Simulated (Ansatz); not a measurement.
The cell is PtSe₂ in the rutile structure; cell and atoms were relaxed with r2SCAN. Space group P4_2/mnm (No. 136), tetragonal; conventional cell a = 5.747 Å, c = 3.981 Å, 21.91 Å³ an atom. Pt has 6 Se at 2.51–2.52 Å; Se has 3 Pt at 2.51–2.52 Å.

The questions ask for values computed with Ansatz 0.2.0 on this geometry. Note: simulated data, non-magnetic, for a generated structure that need not be the stable one.

Given (4×4×6 mesh): With PBE the bands overlap by 0.56 eV (counted from 1, band 50 peaks at Γ–X (0.20 of the way from Γ) and band 51 bottoms out at Γ–Z (0.60 of the way from Γ)): no gap.

(1) Estimate the gap with LDA on 4×4×6.

(2) How does the gap change from PBE to PBE+SOC (4×4×6)?

(3) What does r2SCAN give for the gap (4×4×6 mesh)?

(4) What do these levels agree on?

## Answers

(1) LDA gives no gap: the lowest nominally empty band dips 0.58 eV below the top of the last filled one (its bottom at Γ–Z (0.60 of the way from Γ), the top at Γ–X (0.20 of the way from Γ)), so the cell is a metal or semimetal at this level.

(2) PBE+SOC gives no gap: the lowest nominally empty band dips 0.59 eV below the top of the last filled one (its bottom at X–R (0.67 of the way from X), the top at Γ–X (0.20 of the way from Γ)), so the cell is a metal or semimetal at this level.

(3) With r2SCAN the bands overlap by 0.54 eV (counted from 1, band 50 peaks at Γ–X (0.20 of the way from Γ) and band 51 bottoms out at X–R (0.67 of the way from X)): no gap.

(4) No level opens a gap, but no hybrid is among them, and semilocal functionals can close a real gap.

Only the levels marked +SOC include spin-orbit coupling.

Where an edge lies off the special points, it is a point of the mesh or the k point where a search put PBE's edge or least direct gap, reused for the other functionals, whose own edges may lie a little apart; PBE's own value is read along its path and can be a few hundredths of an eV high.
